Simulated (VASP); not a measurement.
ZnSe: band structure with TB-mBJ

**The experiment to reproduce.**

From “Alloy Disordering Effects on the Thermal Conductivity and Energy Gap Temperature Dependence of Cd1−xZnxSe Ternary Crystals Grown by the Bridgman Method”, 2023, pmc:10253836, for a bulk crystal of ZnSe at 300 K: band gap 2.695 ± 0.003 eV (an exciton energy, a little under the gap).

ZnSe:

```
Zn Se
1.0
     0.00000    2.82024    2.82024
     2.82024    0.00000    2.82024
     2.82024    2.82024    0.00000
Zn Se
1 1
Direct
  0.00000 0.00000 0.00000
  0.25000 0.25000 0.25000
```

The cell is a database's computed one.

```yaml
Program: VASP 6.6.1
Task: band structure
Functional: TB-mBJ
Potentials_or_basis: VASP PAW PBE potentials, release 64 (Zn, Se)
Cutoff: 520 eV
k_mesh: 8 × 8 × 8
Occupations: gaussian, width 0.02 eV
Spin: no spin polarisation
Further_INCAR_settings: ALGO = Normal; EDIFF = 1e-07; NBANDS = 16
```

```json
{
 "Band gap on the k mesh": "2.82 eV, direct",
 "Band gap along the path": "2.82 eV, direct"
}
```

Levels at the corners of the path, in eV from the valence-band top:
```csv
point,band 6,band 7,band 8,band 9,band 10,band 11,band 12,band 13
Γ,-5.81,0.00,0.00,0.00,2.82,6.64,6.64,6.65
X,-5.66,-4.30,-2.04,-2.04,3.89,4.38,11.89,12.51
X,-5.66,-4.30,-2.04,-2.04,3.89,4.38,11.89,12.51
W,-5.55,-4.21,-2.56,-2.43,6.16,6.51,8.01,8.39
W,-5.55,-4.21,-2.56,-2.43,6.16,6.51,8.01,8.39
K,-5.59,-4.25,-2.85,-1.66,4.51,6.44,9.83,10.06
K,-5.59,-4.25,-2.85,-1.66,4.51,6.44,9.83,10.06
Γ,-5.81,0.00,0.00,0.00,2.82,6.64,6.64,6.65
Γ,-5.81,0.00,0.00,0.00,2.82,6.64,6.64,6.65
L,-5.69,-4.81,-0.80,-0.80,3.77,7.09,7.09,9.71
L,-5.69,-4.81,-0.80,-0.80,3.77,7.09,7.09,9.71
U,-5.59,-4.25,-2.85,-1.66,4.51,6.44,9.83,10.06
U,-5.59,-4.25,-2.85,-1.66,4.51,6.44,9.83,10.06
W,-5.55,-4.21,-2.56,-2.43,6.16,6.51,8.01,8.39
W,-5.55,-4.21,-2.56,-2.43,6.16,6.51,8.01,8.39
L,-5.69,-4.81,-0.80,-0.80,3.77,7.09,7.09,9.71
L,-5.69,-4.81,-0.80,-0.80,3.77,7.09,7.09,9.71
K,-5.59,-4.25,-2.85,-1.66,4.51,6.44,9.83,10.06
U,-5.59,-4.25,-2.85,-1.66,4.51,6.44,9.83,10.06
X,-5.66,-4.30,-2.04,-2.04,3.89,4.38,11.89,12.51
```

Run time: 2.6 min on 1 thread of Intel(R) Xeon(R) Platinum 8259CL CPU @ 2.50GHz (Skylake/Cascade Lake) (shared host), peak memory 0.2 GiB.

A measured gap of ZnSe is 2.695 eV (an exciton energy, a little under the gap; 300 K; “Alloy Disordering Effects on the Thermal Conductivity and Energy Gap Temperature Dependence of Cd1−xZnxSe Ternary Crystals Grown by the Bridgman Method”, 2023, pmc:10253836); the calculated 2.82 eV misses it by +0.12 eV. Spin-orbit coupling on Se is left out. The value is that of TB-mBJ, without temperature or zero-point motion. The cell is a database's relaxed one, not the measured one, which moves gaps too.
